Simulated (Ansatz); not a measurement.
(001) slab cut from the bulk of Ge, 15 Å of vacuum:

```
CELL_PARAMETERS angstrom
3.99697 0.00000 0.00000
-1.99848 3.46148 0.00000
0.00000 0.00000 22.42634
ATOMIC_POSITIONS crystal
Ge 0.33333 0.66667 0.33443
Ge 0.66667 0.33333 0.37144
Ge 0.66667 0.33333 0.48150
Ge 0.33333 0.66667 0.51850
Ge 0.33333 0.66667 0.62856
Ge 0.66667 0.33333 0.66557
```

These are results of DFT PBEsol, scalar-relativistic, plane waves, PAW in Ansatz, not measurements. Settings: cutoff 420 eV, Γ-centred mesh 9×9×1 on the computed 6-atom cell, Gaussian smearing of 0.10 eV; no spin polarisation. The cell repeats along c with a dipole correction in the vacuum.

This base run converges in 10 iterations with a largest force of 0.300 eV/Å and a work function of 4.64 eV on the top face.

One setting at a time is then changed, some of them on purpose to poor values; changes count from the base run, energies are extrapolated to zero smearing, γ keeps the base's bulk energy, atoms stay where they are, a change of functional drops any dispersion correction, and risky runs are capped at 50 to 100 iterations.

Problem. What happens with n_extra_bands = 1?

Solution. It converges in 10 iterations; ΔE (meV/atom) 0.0, Δγ (J/m²) 0.000, Δφ top (eV) 0.00, largest force (eV/Å) 0.300, largest change of a force (eV/Å) 0.000.

Problem. What happens with functional r2SCAN (500 eV)?

Solution. It converges in 9 iterations; Δφ top (eV) +0.11, largest force (eV/Å) 0.437, largest change of a force (eV/Å) 0.137.

Problem. What happens with the slab thickened to 10 atoms (same faces, atoms at the bulk's places)?

Solution. It converges in 10 iterations; ΔE (meV/atom) -119.6, Δγ (J/m²) +0.091, Δφ top (eV) +0.12, largest force (eV/Å) 0.211.

Problem. What happens with vacuum of 22 Å?

Solution. It converges in 10 iterations; ΔE (meV/atom) 0.0, Δγ (J/m²) 0.000, Δφ top (eV) 0.00, largest force (eV/Å) 0.300, largest change of a force (eV/Å) 0.000.

Problem. What happens with field of -0.3 V/Å along c?

Solution. It converges in 11 iterations; ΔE (meV/atom) -6.0, largest force (eV/Å) 0.339, largest change of a force (eV/Å) 0.042.

The reference crystal is a form of Ge, which isn't its usual structure.

Cost: 10 runs of about 7.7 core-minutes in all, on AMD EPYC 7R43 (Zen 3) (shared hosts).